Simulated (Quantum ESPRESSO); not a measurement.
The system is CaO.

```xyz
2
Lattice="0.0000 2.4036 2.4036 2.4036 0.0000 2.4036 2.4036 2.4036 0.0000" Properties=species:S:1:pos:R:3 pbc="T T T"
Ca    0.0000    0.0000    0.0000
O     2.4036    2.4036    2.4036
```

The cell is a database's computed one.

Base run:

* Program: Quantum ESPRESSO 7.5
* Functional: AM05
* Potentials or basis: SG15 PBE 1.2
* Cutoff: 1197 eV
* Density cutoff: 4789 eV
* k mesh: 10 × 10 × 10
* Occupations: fermi-dirac, width 0.05 eV
* Spin: no spin polarisation

Its results: band gap on the k mesh 3.58 eV, indirect (least direct gap 3.96 eV); pressure -1.3 GPa.

Problem. After a change of settings the same cell gave: band gap on the k mesh 3.69 eV, indirect (least direct gap 4.06 eV); pressure -0.6 GPa. Which change was it?
A. functional from AM05 to LDA; potentials or basis from SG15 PBE 1.2 to PseudoDojo 0.4.1 SR LDA standard; cutoff from 1197 eV to 1143 eV; density cutoff from 4789 eV to 4572 eV
B. functional from AM05 to LDA
C. functional from AM05 to PBEsol
D. functional from AM05 to optB88-vdW

Solution. D.

Caveats: the potentials were made for another functional, which shifts forces and pressure.

Runs at the PBE level aren't shown here.
